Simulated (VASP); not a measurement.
# BaF2 (Frankdicksonite) (Fm-3m) in VASP: a series of runs

Runs on BaF2 (Frankdicksonite). Level: PBEsol. Tasks: relaxation of cell and atoms.

Program: VASP 6.6.1. These are calculated values, not measurements. Logs are shortened: lines on timing, memory, paths and dates and some standing lists are left out, and cuts for length are marked.

## 1. Starting point

It takes space group Fm-3m (No. 225, cubic). The conventional cell has a = 6.200 Å, b = 6.200 Å, c = 6.200 Å, α = 90.00°, β = 90.00°, γ = 90.00°. Ba (site symmetry m-3m) is surrounded by 8 F at 2.68 Å. F (site symmetry -43m) is surrounded by 4 Ba at 2.68 Å.

## 2. Relaxation of cell and atoms, PBEsol

Contents of INCAR:

```
  PREC = Accurate
  ENCUT = 600
  EDIFF = 1E-6
  ISMEAR = 0
  SIGMA = 0.03
  LREAL = F
  LASPH = T
  NELM = 80
  ALGO = Normal
  ISIF = 3
  LWAVE = F
  LCHARG = F
  GGA = PS
  IBRION = 2
  NSW = 90
  EDIFFG = -0.01
  KPAR = 2
```

Contents of KPOINTS:

```
regular mesh
0
Gamma
  8 8 8
```

Contents of POSCAR:

```
BaF2
1.0
    0.0000000000      3.1000500000      3.1000500000
    3.1000500000      0.0000000000      3.1000500000
    3.1000500000      3.1000500000      0.0000000000
Ba F
1 2
Direct
    0.0000000000      0.0000000000      0.0000000000
    0.2500000000      0.2500000000      0.2500000000
    0.7500000000      0.7500000000      0.7500000000
```

Potentials or basis: VASP PAW PBE potentials, release 64 (Ba_sv, F).

The run is started by

```bash
$ cat potpaw_PBE.64/Ba_sv/POTCAR potpaw_PBE.64/F/POTCAR > POTCAR
$ mpirun -np 2 vasp_std > vasp.out
```

OUTCAR:

```text
PREC = Accurate
   ENCUT = 600
   EDIFF = 1E-6
   ISMEAR = 0
   LREAL = F
   LASPH = T
   NELM = 80
   ISIF = 3
   GGA = PS
   IBRION = 2
   NSW = 90
   EDIFFG = -0.01

 ion  position               nearest neighbor table
   1  0.000  0.000  0.000-   3 2.68   3 2.68   2 2.68   3 2.68   2 2.68   2 2.68   3 2.68   2 2.68

   2  0.250  0.250  0.250-   1 2.68   1 2.68   1 2.68   1 2.68
   3  0.750  0.750  0.750-   1 2.68   1 2.68   1 2.68   1 2.68

  LATTYP: Found a face centered cubic cell.
 ALAT       =     6.2001000000

  Lattice vectors:

 A1 = (   0.0000000000,   3.1000500000,   3.1000500000)
 A2 = (   3.1000500000,   0.0000000000,   3.1000500000)
 A3 = (   3.1000500000,   3.1000500000,   0.0000000000)

Analysis of symmetry for initial positions (statically):
=====================================================================
 Subroutine PRICEL returns:
 Original cell was already a primitive cell.

 Routine SETGRP: Setting up the symmetry group for a
 face centered cubic supercell.

 Subroutine GETGRP returns: Found 48 space group operations
 (whereof 48 operations were pure point group operations)
 out of a pool of 48 trial point group operations.

The static configuration has the point symmetry O_h .

Analysis of symmetry for dynamics (positions and initial velocities):
=====================================================================
 Subroutine PRICEL returns:
 Original cell was already a primitive cell.

 Routine SETGRP: Setting up the symmetry group for a
 face centered cubic supercell.

 Subroutine GETGRP returns: Found 48 space group operations
 (whereof 48 operations were pure point group operations)
 out of a pool of 48 trial point group operations.

The dynamic configuration has the point symmetry O_h .

 Subroutine INISYM returns: Found 48 space group operations
 (whereof 48 operations are pure point group operations),
 and found     1 'primitive' translations

----------------------------------------------------------------------------------------

                                     Primitive cell

  volume of cell :      59.5849

  direct lattice vectors                    reciprocal lattice vectors
     0.000000000  3.100050000  3.100050000    -0.161287721  0.161287721  0.161287721
     3.100050000  0.000000000  3.100050000     0.161287721 -0.161287721  0.161287721
     3.100050000  3.100050000  0.000000000     0.161287721  0.161287721 -0.161287721

  length of vectors
     4.384132754  4.384132754  4.384132754     0.279358528  0.279358528  0.279358528

  position of ions in fractional coordinates (direct lattice)
     0.000000000  0.000000000  0.000000000
     0.250000000  0.250000000  0.250000000
     0.750000000  0.750000000  0.750000000

  ion indices of the primitive-cell ions
   primitive index   ion index
                 1           1
                 2           2
                 3           3

----------------------------------------------------------------------------------------

 KPOINTS: regular mesh

Automatic generation of k-mesh.
 Grid dimensions read from file:
 generate k-points for:    8    8    8

 Generating k-lattice:

  Cartesian coordinates                     Fractional coordinates (reciprocal lattice)
    -0.020160965  0.020160965  0.020160965     0.125000000  0.000000000  0.000000000
     0.020160965 -0.020160965  0.020160965     0.000000000  0.125000000  0.000000000
     0.020160965  0.020160965 -0.020160965     0.000000000  0.000000000  0.125000000
[... 54 lines left out ...]
   LASPH  =      T    aspherical Exc in radial PAW
   ENCUT  =  600.0 eV  44.10 Ry    6.64 a.u.   8.76  8.76  8.76*2*pi/ulx,y,z
   NELM   =     80;   NELMIN=  2; NELMDL= -5     # of ELM steps
   EDIFF  = 0.1E-05   stopping-criterion for ELM
   LREAL  =      F    real-space projection
   EDIFFG = -.1E-01   stopping-criterion for IOM
   NSW    =     90    number of steps for IOM
   IBRION =      2    ionic relax: 0-MD 1-quasi-New 2-CG
   NFREE  =      1    steps in history (QN), initial steepest desc. (CG)
   ISIF   =      3    stress and relaxation
   ISYM   =      2    0-nonsym 1-usesym 2-fastsym
   POTIM  = 0.5000    time-step for ionic-motion
   TEBEG  =    0.0;   TEEND  =   0.0 temperature during run
   PSTRESS=    0.0 pullay stress
   NELECT =      24.0000    total number of electrons
   NUPDOWN=      -1.0000    fix difference up-down
   EMIN   =  10.00;   EMAX   =-10.00  energy-range for DOS
   EFERMI =   0.00;   METHOD = LEGACY
   ISMEAR =     0;   SIGMA  =   0.03  broadening in eV -4-tet -1-fermi 0-gaus
   EFERMI_NEDOS =   21; number of points for ismear=-14 and -15
   IALGO  =     38    algorithm
   IMIX   =      4    mixing-type and parameters
     AMIX     =   0.40;   BMIX     =  1.00
     AMIX_MAG =   1.60;   BMIX_MAG =  1.00
  volume/ion in A,a.u.               =      19.86       134.03
  Fermi-wavevector in a.u.,A,eV,Ry     =   1.209019  2.284715 19.888011  1.461728
  Thomas-Fermi vector in A             =   2.344609
   LORBIT       =      0    0 simple, 1 ext, 2 COOP (PROOUT), +10 PAW based schemes
   GGA     = PS    functional components
   LHFCALC =     F    Hartree Fock is set to
   AEXX    =    0.0000 exact exchange contribution
   IVDW    =     0    specifies the selected vdW correction
   LEPSILON=     F    determine dielectric tensor
   LRPA    =     F    only Hartree local field effects (RPA)
 conjugate gradient relaxation of ions
 non-spin polarized calculation
 Gauss-broadening in eV      SIGMA  =   0.03
  energy-cutoff  :      600.00
  volume of cell :       59.58
 maximum number of plane-waves:      2012
   NGX = 17   NGY = 17   NGZ = 17

--------------------------------------- Ionic step        1  -------------------------------------------

 number of electron      24.0000002 magnetization

 Free energy of the ion-electron system (eV)
  ---------------------------------------------------
  ext. energy  EPLUGINS =         0.00000000
  ---------------------------------------------------
  free energy    TOTEN  =       -17.64487770 eV

  energy without entropy =      -17.64487770  energy(sigma->0) =      -17.64487770

------------------------ aborting loop because EDIFF is reached ----------------------------------------

  FORCE on cell =-STRESS in cart. coord.  units (eV):
  Direction    XX          YY          ZZ          XY          YZ          ZX
  --------------------------------------------------------------------------------------
  -------------------------------------------------------------------------------------
  Total       -0.2561307     -0.2561307     -0.2561307     -0.0000000     -0.0000000      0.0000000
  in kB       -6.8870961     -6.8870961     -6.8870961     -0.0000000     -0.0000000      0.0000000
  external PRESSURE =      -6.8870961 kB  Pullay stress =       0.0000000 kB

 VOLUME and BASIS-vectors are now :
 -----------------------------------------------------------------------------
  energy-cutoff  :      600.00
  volume of cell :       59.58
      direct lattice vectors                 reciprocal lattice vectors
     0.000000000  3.100050000  3.100050000    -0.161287721  0.161287721  0.161287721
     3.100050000  0.000000000  3.100050000     0.161287721 -0.161287721  0.161287721
     3.100050000  3.100050000  0.000000000     0.161287721  0.161287721 -0.161287721

 POSITION                                       TOTAL-FORCE (eV/Angst)
 -----------------------------------------------------------------------------------
      0.00000      0.00000      0.00000         0.000000      0.000000      0.000000
      1.55002      1.55002      1.55002        -0.000000     -0.000000     -0.000000
      4.65008      4.65008      4.65008         0.000000      0.000000      0.000000
 -----------------------------------------------------------------------------------
    total drift:                                0.000000      0.000000      0.000000

  FREE ENERGIE OF THE ION-ELECTRON SYSTEM (eV)
  ---------------------------------------------------
  free  energy   TOTEN  =       -17.6448777002 eV

  energy  without entropy=      -17.6448777002  energy(sigma->0) =      -17.64487770

--------------------------------------- Ionic step        2  -------------------------------------------

 number of electron      23.9999995 magnetization

 Free energy of the ion-electron system (eV)
  ---------------------------------------------------
  ext. energy  EPLUGINS =         0.00000000
  ---------------------------------------------------
  free energy    TOTEN  =       -17.64638263 eV

  energy without entropy =      -17.64638263  energy(sigma->0) =      -17.64638263

 E-fermi :  -1.9785     XC(G=0):  -8.9714

 val. band max:       -2.1396338026   @ k =  -0.2500   0.2500   0.0000
 cond. band min:       4.5391028890   @ k =   0.0000   0.0000   0.0000
 fundamental gap:      6.6787366916
 Fermi energy:        -1.9785020054

 k-point     1 :       0.0000    0.0000    0.0000
  band No.  band energies     occupation
      1     -25.1880      2.00000
      2     -20.9681      2.00000
      3     -20.9094      2.00000
      4      -9.9990      2.00000
      5      -9.9990      2.00000
      6      -9.9990      2.00000
[... 433 lines left out ...]
      3     -21.1273      2.00000
      4     -10.3096      2.00000
      5     -10.1464      2.00000
      6     -10.1459      2.00000
[... 8 lines left out ...]
     15       7.3692      0.00000
     16       8.1278      0.00000

 [... further k-points ...]
[... 5 lines left out ...]
  --------------------------------------------------------------------------------------
  -------------------------------------------------------------------------------------
  Total        0.0147239      0.0147239      0.0147239      0.0000000      0.0000000     -0.0000000
  in kB        0.4008436      0.4008436      0.4008436      0.0000000      0.0000000     -0.0000000
  external PRESSURE =       0.4008436 kB  Pullay stress =       0.0000000 kB

 VOLUME and BASIS-vectors are now :
 -----------------------------------------------------------------------------
  energy-cutoff  :      600.00
  volume of cell :       58.85
      direct lattice vectors                 reciprocal lattice vectors
    -0.000000000  3.087281488  3.087281488    -0.161954782  0.161954782  0.161954782
     3.087281488 -0.000000000  3.087281488     0.161954782 -0.161954782  0.161954782
     3.087281488  3.087281488  0.000000000     0.161954782  0.161954782 -0.161954782

 POSITION                                       TOTAL-FORCE (eV/Angst)
 -----------------------------------------------------------------------------------
      3.08728     -0.00000      3.08728         0.000000      0.000000      0.000000
      1.54364      1.54364      1.54364         0.000000      0.000000      0.000000
      4.63092      4.63092      4.63092        -0.000000     -0.000000     -0.000000
 -----------------------------------------------------------------------------------
    total drift:                                0.000000      0.000000      0.000000

  FREE ENERGIE OF THE ION-ELECTRON SYSTEM (eV)
  ---------------------------------------------------
  free  energy   TOTEN  =       -17.6463826321 eV

  energy  without entropy=      -17.6463826321  energy(sigma->0) =      -17.64638263

 reached required accuracy - stopping structural energy minimisation
```

Run time: 25 s. Hardware: 2 MPI ranks of Intel Xeon Platinum 8488C (Sapphire Rapids), shared host; peak memory 0.21 GiB.

Results:

```yaml
Free_energy: -17.6464 eV
Relaxed_volume: 19.62 Å³/atom
Relaxed_cell: a = 4.366 Å, b = 4.366 Å, c = 4.366 Å, α = 60.00°, β = 60.00°, γ = 60.00°
Space_group_after_relaxing_to_0.05_Å: Fm-3m (No. 225)
Energy_gained_by_relaxing: 0.5 meV/atom
Ionic_steps: 2
Pressure_after_relaxing: 0.0 GPa
Band_gap_on_the_k_mesh: 6.68 eV, indirect (least direct gap 6.77 eV)
```

The path:
```tsv
step	energy change (eV)	largest force (eV/Å)	pressure (GPa)	volume (Å³)
1	0.0000	0.0000	-0.69	59.58
2	-0.0015	0.0000	0.04	58.85
```

Final structure:
```
Ba F
1.0
     0.00000    3.08728    3.08728
     3.08728    0.00000    3.08728
     3.08728    3.08728    0.00000
Ba F
1 2
Direct
  0.00000 0.00000 0.00000
  0.25000 0.25000 0.25000
  0.75000 0.75000 0.75000
```

Caveat: the PAW data sets were made with another functional, which shifts forces and pressure a little; spin-orbit coupling is left out, which moves the levels of the heavy elements.

## 3. Relaxation of cell and atoms, PBEsol

This run uses another cell than the first one, of 19.62 Å³/atom, 0.988 times its volume.

INCAR: that of step 2 with these lines changed.

```diff
@@ -2,3 +2,3 @@
   ENCUT = 600
-  EDIFF = 1E-6
+  EDIFF = 1E-7
   ISMEAR = 0
@@ -15,3 +15,3 @@
   NSW = 90
-  EDIFFG = -0.01
+  EDIFFG = -0.005
   KPAR = 2
```

KPOINTS is that of step 2.

Contents of POSCAR:

```
BaF2                                    
1.0
   -0.0000000000      3.0872814879      3.0872814879
    3.0872814879     -0.0000000000      3.0872814879
    3.0872814879      3.0872814879      0.0000000000
  Ba              F             
     1     2
Direct
     0.0000000000000000    1.0000000000000000    0.0000000000000000
     0.2500000000000000    0.2500000000000000    0.2500000000000000
     0.7500000000000000    0.7500000000000000    0.7500000000000000
```

Potentials or basis: VASP PAW PBE potentials, release 64 (Ba_sv, F).

The run is started by

```bash
$ cat potpaw_PBE.64/Ba_sv/POTCAR potpaw_PBE.64/F/POTCAR > POTCAR
$ mpirun -np 2 vasp_std > vasp.out
```

Run time: 32 s. Hardware: 2 MPI ranks of Intel Xeon Platinum 8488C (Sapphire Rapids), shared host; peak memory 0.21 GiB.

The run converged. Its results:

* Free energy: -17.6452 eV
* Relaxed volume: 19.64 Å³/atom
* Relaxed cell: a = 4.367 Å, b = 4.367 Å, c = 4.367 Å, α = 60.00°, β = 60.00°, γ = 60.00°
* Space group after relaxing (to 0.05 Å): Fm-3m (No. 225)
* Energy gained by relaxing: 0.0 meV/atom
* Ionic steps: 2
* Pressure after relaxing: 0.0 GPa
* Band gap on the k mesh: 6.67 eV, indirect (least direct gap 6.76 eV)

Final structure:
```cif
data_structure
_symmetry_space_group_name_H-M 'P 1'
_symmetry_Int_Tables_number 1
_cell_length_a 4.3674
_cell_length_b 4.3674
_cell_length_c 4.3674
_cell_angle_alpha 60.000
_cell_angle_beta 60.000
_cell_angle_gamma 60.000
_cell_volume 58.91
loop_
_atom_site_label
_atom_site_type_symbol
_atom_site_fract_x
_atom_site_fract_y
_atom_site_fract_z
_atom_site_occupancy
Ba1 Ba 0.00000 0.00000 0.00000 1
F1 F 0.25000 0.25000 0.25000 1
F2 F 0.75000 0.75000 0.75000 1
```

Levels at points of the mesh, in eV from the valence-band top:
```tsv
k point	band 9	band 10	band 11	band 12	band 13	band 14	band 15	band 16
(0.00, 0.00, 0.00)	-1.57	-0.09	-0.09	-0.09	6.67	9.15	9.15	11.42
(0.50, 0.00, 0.00)	-0.70	-0.36	-0.17	-0.17	9.07	9.16	9.16	9.73
(0.50, 0.50, 0.00)	-0.38	-0.33	-0.33	-0.14	7.19	8.96	10.70	11.99
```

Caveat: the PAW data sets were made with another functional, which shifts forces and pressure a little; spin-orbit coupling is left out, which moves the levels of the heavy elements.
